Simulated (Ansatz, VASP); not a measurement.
**B: VASP beside Ansatz**

```
CELL_PARAMETERS angstrom
0.00000 1.70302 2.70033
1.47683 0.00000 2.70033
1.47683 1.70302 0.00000
ATOMIC_POSITIONS crystal
B 0.15696 0.15696 0.84304
B 0.84304 0.84304 0.15696
```

Alike in both runs: functional PBE; k mesh 26 × 26 × 26; occupations gaussian, width 0.1 eV; no spin polarisation.

Ansatz relaxed the structure, and its values are those at the end. VASP's run is a single point on that final structure, the one shown.

```csv
,VASP,Ansatz
version,VASP 6.6.1,Ansatz 0.2.0
potentials or method,"VASP PAW PBE potentials, release 64 (B)","scalar-relativistic, plane waves, PAW"
plane-wave cutoff (eV),520,420
valence electrons in the cell,6,6
```

|  | VASP | Ansatz | Ansatz less VASP |
| --- | --- | --- | --- |
| gap on the k mesh at the Fermi level (eV) | none | none | - |
| pressure (GPa) | 0.0 | 0.0 | +0.02 |

A gap of «none» marks a metal or a gap that the smearing closes.
